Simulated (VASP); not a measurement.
A run of VASP 6.6.1 is set up as follows.

Contents of INCAR:

```
PREC = Accurate
ENCUT = 520
EDIFF = 1E-6
ISMEAR = 1
SIGMA = 0.1
LREAL = False
LASPH = True
NELM = 80
ALGO = Normal
ISIF = 2
LWAVE = False
LCHARG = False
GGA = PE
NBANDS = 8
```

KPOINTS

```
regular mesh
0
Gamma
  16 16 16
```

Contents of POSCAR:

```
Al                                      
1.0
    0.0000000000      2.0078218401      2.0078218401
    2.0078218401      0.0000000000      2.0078218401
    2.0078218401      2.0078218401      0.0000000000
  Al            
     1
Direct
     0.0000000000000000    0.0000000000000000    0.0000000000000000
```

The input KPOINTS_OPT:

```
explicit points
252
Reciprocal
 0.0000000000  0.0000000000  0.0000000000 1
 0.0357142857  0.0000000000  0.0357142857 1
 0.0714285714  0.0000000000  0.0714285714 1
 0.1071428571  0.0000000000  0.1071428571 1
 0.1428571429  0.0000000000  0.1428571429 1
 0.1785714286  0.0000000000  0.1785714286 1
[... 244 lines left out ...]
 0.4920245300  0.0079754700  0.5000000000 1
 0.5079754700 -0.0079754700  0.5000000000 1
```

Potentials or basis: VASP PAW PBE potentials, release 64 (Al).

Launch:

```console
$ cat potpaw_PBE.64/Al/POTCAR > POTCAR
$ mpirun -np 1 vasp_std > vasp.out
```

Question: What does it give for the band gap along the path?

Answer: None (metal or under the smearing width).

Question: Predict the pressure.

Answer: 1.5 GPa.

Levels at the corners of the path, in eV from the Fermi level:
```tsv
point	band 1	band 2	band 3	band 4	band 5	band 6
Γ	-11.30	12.69	12.69	12.69	14.33	14.33
X	-3.00	-1.64	5.23	5.65	5.65	9.22
X	-3.00	-1.64	5.23	5.65	5.65	9.22
W	-0.90	-0.90	0.10	1.18	15.96	15.96
W	-0.90	-0.90	0.10	1.18	15.96	15.96
K	-1.96	-1.43	-0.40	6.63	8.27	15.87
K	-1.96	-1.43	-0.40	6.63	8.27	15.87
Γ	-11.30	12.69	12.69	12.69	14.33	14.33
Γ	-11.30	12.69	12.69	12.69	14.33	14.33
L	-4.70	-4.44	11.51	11.51	11.58	11.58
L	-4.70	-4.44	11.51	11.51	11.58	11.58
U	-1.96	-1.43	-0.40	6.63	8.27	15.87
U	-1.96	-1.43	-0.40	6.63	8.27	15.87
W	-0.90	-0.90	0.10	1.18	15.96	15.96
W	-0.90	-0.90	0.10	1.18	15.96	15.96
L	-4.70	-4.44	11.51	11.51	11.58	11.58
L	-4.70	-4.44	11.51	11.51	11.58	11.58
K	-1.96	-1.43	-0.40	6.63	8.27	15.87
U	-1.96	-1.43	-0.40	6.63	8.27	15.87
X	-3.00	-1.64	5.23	5.65	5.65	9.22
```
